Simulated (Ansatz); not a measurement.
FeCo (Pm-3m)

These are results of DFT PBE, scalar-relativistic, plane waves, PAW (Ansatz), not measurements.

Plane waves to 420 eV, a k mesh through Γ of 20×20×20 on the computed 2-atom cell and Gaussian smearing (0.10 eV); collinear spin from starting moments -3.1 -2.0 μB.

The structure is relaxed at this level of theory with its symmetry kept, and needn't be the ground state of this composition.

```
Fe Co
1.0
     2.84475    0.00000    0.00000
     0.00000    2.84475    0.00000
     0.00000    0.00000    2.84475
Fe Co
1 1
Direct
  0.50000 0.50000 0.50000
  0.00000 0.00000 0.00000
```

Q: Formation energy from the elements' standard states (uncorrected)?

A: -0.065 eV/atom.

Q: Kohn–Sham band gap?

A: none (metal).

Q: Density of states at the Fermi level?

A: 1.4 states/eV per cell.

Q: Orbital (Löwdin) character within 0.5 eV of the Fermi level?

A: Fe 3d 55 %, Co 3d 34 %.

Q: Bader charge by site (e)?

A: Fe (1 in the cell) 0.20, Co (1 in the cell) -0.20.

Q: Total moment?

A: -4.53 μB per cell.

Q: Moment by site (μB)?

A: Fe1 -2.81, Co2 -1.83.

Only this magnetic start was tried.

It was relaxed from a cell as deposited in COD. Löwdin shares on free-atom orbitals overweight diffuse shells.
